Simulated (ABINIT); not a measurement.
# Te (R-3m) in ABINIT: a series of runs, part 2 of 2

ABINIT 10.8.3 (patched build).

## Step 3: Single point, LDA

Input file run.abi:

```
# Pseudopotentials
pp_dirpath "./"
pseudos "Te.upf"

# Structure
acell 3.1541904739 3.1541904739 3.1541904739 Angstrom
rprim
     0.7310605881     0.4220780273     0.5360975242
    -0.7310605881     0.4220780273     0.5360975242
     0.0000000000    -0.8441560546     0.5360975242
ntypat 1
znucl 52
natom 1
typat 1
xcart
     0.0000000000     0.0000000000     2.5364305558 Angstrom

# Plane-wave basis
ecut 35.0

# k points
kptopt 1
ngkpt 7 7 7
nshiftk 1
shiftk 0.0 0.0 0.0

# Exchange and correlation
ixc 7

# Bands and occupations
nband 12
occopt 3
tsmear 0.05 eV

# SCF cycle
nstep 100
tolvrs 1.0e-10

# Output
iomode 3
prtwf 0
prtden 0
prteig 0
prtebands 0
enunit 2
```

Potentials or basis: PseudoDojo NC SR LDA v0.4.1 standard.

The run is started by

```
$ abinit run.abi > log 2>&1
```

run.abo:

```text
.Version 10.8.3 of ABINIT
 Symmetries : space group R-3 m (#166); Bravais hR (rhombohedral)
================================================================================
 Values of the parameters that define the memory need of the present run
     intxc =       0    ionmov =       0      iscf =       7    lmnmax =       6
     lnmax =       6     mgfft =      32  mpssoang =       3    mqgrid =    3001
     natom =       1  nloc_mem =       1    nspden =       1   nspinor =       1
    nsppol =       1      nsym =      12    n1xccc =    2501    ntypat =       1
    occopt =       3   xclevel =       1
       mpw =        2099          nfft =       32768          nkpt =          44
================================================================================
================================================================================

--------------------------------------------------------------------------------
------------- Echo of variables that govern the present computation ------------
--------------------------------------------------------------------------------
 -outvars: echo values of preprocessed input variables --------
            acell      5.9605561446E+00  5.9605561446E+00  5.9605561446E+00 Bohr
              amu      1.27600000E+02
             ecut      3.50000000E+01 Hartree
           enunit           2
              ixc           7
         kptrlatt        7    0    0      0    7    0      0    0    7
          kptrlen      4.17238930E+01
            natom           1
            nband          12
            ngfft          32      32      32
             nkpt          44
            nstep         100
             nsym          12
           ntypat           1
           occopt           3
           prtden           0
        prtebands           0
           prteig           0
            prtwf           0
            rprim      7.3106058810E-01  4.2207802730E-01  5.3609752420E-01
                      -7.3106058810E-01  4.2207802730E-01  5.3609752420E-01
                       0.0000000000E+00 -8.4415605460E-01  5.3609752420E-01
          spgroup         166
           tolvrs      1.00000000E-10
           tsmear      1.83746611E-03 Hartree
            typat      1
           xangst      1.4501324839E-17  6.6654249248E-17  2.5364305558E+00
            xcart      2.7403532409E-17  1.2595827621E-16  4.7931590878E+00
             xred      4.9999999999E-01  4.9999999999E-01  4.9999999999E-01
            znucl       52.00000

================================================================================

 chkinp: Checking input parameters for consistency.

================================================================================
== DATASET  1 ==================================================================

--- !DatasetInfo
iteration_state: {dtset: 1, }
dimensions: {natom: 1, nkpt: 44, mband: 12, nsppol: 1, nspinor: 1, nspden: 1, mpw: 2099, }
cutoff_energies: {ecut:  35.0, pawecutdg:  -1.0, }
electrons: {nelect:   1.60000000E+01, charge:   0.00000000E+00, occopt:   3.00000000E+00, tsmear:   1.83746611E-03, }
meta: {optdriver: 0, ionmov: 0, optcell: 0, iscf: 7, paral_kgb: 0, }
...

 Exchange-correlation functional for the present dataset will be:
  LDA: Perdew-Wang 92 LSD fit to Ceperley-Alder data - ixc=7
  J.P.Perdew and Y.Wang, PRB 45, 13244 (1992)

 Real(R)+Recip(G) space primitive vectors, cartesian coordinates (Bohr,Bohr^-1):
 R(1)=  4.3575277  2.5158198  3.1954394  G(1)=  0.1147440  0.0662475  0.1043153
 R(2)= -4.3575277  2.5158198  3.1954394  G(2)= -0.1147440  0.0662475  0.1043153
 R(3)=  0.0000000 -5.0316396  3.1954394  G(3)=  0.0000000 -0.1324949  0.1043153
 Unit cell volume ucvol=  2.1018490E+02 bohr^3
 Angles (23,13,12)=  9.39507615E+01  9.39507615E+01  9.39507615E+01 degrees

 getcut: wavevector=  0.0000  0.0000  0.0000  ngfft=  32  32  32
         ecut(hartree)=     35.000   => boxcut(ratio)=   2.01597

--- Pseudopotential description ------------------------------------------------
- pspini: atom type   1  psp file is ./Te.upf
12 -1012 2 -1 1278                            pspcod,pspxc,lmax,lloc,mmax
     nproj     2     2     2

   5.78483132E+02                                ecore*ucvol(ha*bohr**3)
--------------------------------------------------------------------------------

================================================================================

--- !BeginCycle
iteration_state: {dtset: 1, }
solver: {iscf: 7, nstep: 100, nline: 4, wfoptalg: 0, }
tolerances: {tolvrs: 1.00E-10, }
...

     iter   Etot(hartree)      deltaE(h)  residm     vres2
 ETOT  1  -104.60024423568    -1.046E+02 3.665E-01 1.750E-01
 ETOT  2  -104.62976389768    -2.952E-02 2.160E-02 3.092E-01
 ETOT  3  -104.62985413154    -9.023E-05 1.171E-03 7.512E-02
 ETOT  4  -104.62988329142    -2.916E-05 6.145E-04 7.024E-05
 ETOT  5  -104.62988332391    -3.250E-08 8.010E-04 8.602E-07
 ETOT  6  -104.62988332420    -2.822E-10 8.342E-04 1.444E-08
 ETOT  7  -104.62988332420    -4.945E-12 7.043E-04 1.121E-09
 ETOT  8  -104.62988332420    -2.558E-13 4.717E-04 2.545E-11

 At SCF step    8       vres2   =  2.55E-11 < tolvrs=  1.00E-10 =>converged.

 Cartesian components of stress tensor (hartree/bohr^3)
  sigma(1 1)=  6.34701138E-05  sigma(3 2)=  0.00000000E+00
  sigma(2 2)=  6.34701158E-05  sigma(3 1)=  0.00000000E+00
  sigma(3 3)=  3.47976989E-05  sigma(2 1)=  0.00000000E+00

--- !ResultsGS
iteration_state: {dtset: 1, }
comment   : Summary of ground state results
lattice_vectors:
- [  4.3575277,   2.5158198,   3.1954394, ]
- [ -4.3575277,   2.5158198,   3.1954394, ]
- [  0.0000000,  -5.0316396,   3.1954394, ]
lattice_lengths: [   5.96056,    5.96056,    5.96056, ]
lattice_angles: [ 93.951,  93.951,  93.951, ] # degrees, (23, 13, 12)
lattice_volume:   2.1018490E+02
convergence: {deltae: -2.558E-13, res2:  2.545E-11, residm:  4.717E-04, diffor: null, }
etotal    :  -1.04629883E+02
entropy   :   0.00000000E+00
fermie    :   2.05082610E-01
cartesian_stress_tensor: # hartree/bohr^3
- [  6.34701138E-05,   0.00000000E+00,   0.00000000E+00, ]
- [  0.00000000E+00,   6.34701158E-05,   0.00000000E+00, ]
- [  0.00000000E+00,   0.00000000E+00,   3.47976989E-05, ]
pressure_GPa:  -1.5862E+00
xred      :
- [  5.0000E-01,   5.0000E-01,   5.0000E-01, Te]
cartesian_forces: # hartree/bohr
- [ -0.00000000E+00,  -0.00000000E+00,  -0.00000000E+00, ]
force_length_stats: {min:   0.00000000E+00, max:   0.00000000E+00, mean:   0.00000000E+00, }
...

 Integrated electronic density in atomic spheres:
 ------------------------------------------------
 Atom  Sphere_radius  Integrated_density
    1        2.00000         11.94255835
================================================================================

 ----iterations are completed or convergence reached----

 Mean square residual over all n,k,spin=   11.492E-07; max=  47.172E-05
 reduced coordinates (array xred) for    1 atoms
       0.499999999986      0.499999999986      0.499999999986
 rms dE/dt=  0.0000E+00; max dE/dt=  0.0000E+00; dE/dt below (all hartree)
    1       0.000000000000      0.000000000000      0.000000000000

 cartesian coordinates (angstrom) at end:
    1      0.00000000000000     0.00000000000000     2.53643055580000

 cartesian forces (hartree/bohr) at end:
    1     -0.00000000000000    -0.00000000000000    -0.00000000000000
 frms,max,avg= 0.0000000E+00 0.0000000E+00   0.000E+00  0.000E+00  0.000E+00 h/b

 cartesian forces (eV/Angstrom) at end:
    1     -0.00000000000000    -0.00000000000000    -0.00000000000000
 frms,max,avg= 0.0000000E+00 0.0000000E+00   0.000E+00  0.000E+00  0.000E+00 e/A
 length scales=  5.960556144618  5.960556144618  5.960556144618 bohr
              =  3.154190473900  3.154190473900  3.154190473900 angstroms
 Fermi (or HOMO) energy (hartree) =   0.20508   Average Vxc (hartree)=  -0.38416
 Eigenvalues (hartree) for nkpt=  44  k points:
 kpt#   1, nband= 12, wtk=  0.00292, kpt=  0.0000  0.0000  0.0000 (reduced coord)
  -1.17182   -1.17182   -1.16932   -1.16932   -1.16868   -0.31476    0.23572    0.25303
   0.25303    0.43096    0.43096    0.44116
      occupation numbers for kpt#   1
   2.00000    2.00000    2.00000    2.00000    2.00000    2.00000    0.00000    0.00000
   0.00000    0.00000    0.00000    0.00000
 prteigrs : prtvol=0 or 1, do not print more k-points.

 Fermi (or HOMO) energy (eV) =   5.58058   Average Vxc (eV)= -10.45349
 Eigenvalues (   eV  ) for nkpt=  44  k points:
 kpt#   1, nband= 12, wtk=  0.00292, kpt=  0.0000  0.0000  0.0000 (reduced coord)
 -31.88688  -31.88688  -31.81875  -31.81875  -31.80142   -8.56518    6.41426    6.88535
   6.88535   11.72712   11.72712   12.00448
 prteigrs : prtvol=0 or 1, do not print more k-points.

--- !EnergyTerms
iteration_state     : {dtset: 1, }
comment             : Components of total free energy in Hartree
kinetic             :  5.68096679366196E+01
hartree             :  2.52178122706838E+01
xc                  : -2.42575999334603E+01
Ewald energy        : -6.11361363592145E+01
psp_core            :  2.75225825692095E+00
local_psp           : -7.51132973486448E+01
non_local_psp       : -2.89023779984990E+01
internal            : -1.04629673175594E+02
'-kT*entropy'       : -2.10148607853131E-04
total_energy        : -1.04629883324202E+02
total_energy_eV     : -2.84712416800679E+03
band_energy         : -1.17898888609940E+01
...

 Cartesian components of stress tensor (hartree/bohr^3)
  sigma(1 1)=  6.34701138E-05  sigma(3 2)=  0.00000000E+00
  sigma(2 2)=  6.34701158E-05  sigma(3 1)=  0.00000000E+00
  sigma(3 3)=  3.47976989E-05  sigma(2 1)=  0.00000000E+00

-Cartesian components of stress tensor (GPa)         [Pressure= -1.5862E+00 GPa]
- sigma(1 1)=  1.86735522E+00  sigma(3 2)=  0.00000000E+00
- sigma(2 2)=  1.86735528E+00  sigma(3 1)=  0.00000000E+00
- sigma(3 3)=  1.02378365E+00  sigma(2 1)=  0.00000000E+00

== END DATASET(S) ==============================================================
================================================================================

 -outvars: echo values of variables after computation  --------
            acell      5.9605561446E+00  5.9605561446E+00  5.9605561446E+00 Bohr
           etotal     -1.0462988332E+02
            fcart     -0.0000000000E+00 -0.0000000000E+00 -0.0000000000E+00
            rprim      7.3106058810E-01  4.2207802730E-01  5.3609752420E-01
                      -7.3106058810E-01  4.2207802730E-01  5.3609752420E-01
                       0.0000000000E+00 -8.4415605460E-01  5.3609752420E-01
           strten      6.3470113761E-05  6.3470115847E-05  3.4797698926E-05
                       0.0000000000E+00  0.0000000000E+00  0.0000000000E+00
           xangst      1.4501324839E-17  6.6654249248E-17  2.5364305558E+00
             xred      4.9999999999E-01  4.9999999999E-01  4.9999999999E-01
 Calculation completed.
```

Wall time 16 s (1 thread of Intel Xeon Platinum 8488C (Sapphire Rapids), shared host); peak memory 0.07 GiB.

What came out:

| Property | Result |
| --- | --- |
| Free energy | -2847.1242 eV |
| Pressure | -1.6 GPa |
| Band gap on the k mesh | none (metal or under the smearing width) |
| Valence electrons inside the program's atomic spheres | Te 11.94 (radii [1.0584] Å) |

Stress tensor (GPa, compression positive):
```
-1.87  0.00  0.00
 0.00 -1.87  0.00
 0.00  0.00 -1.02
```
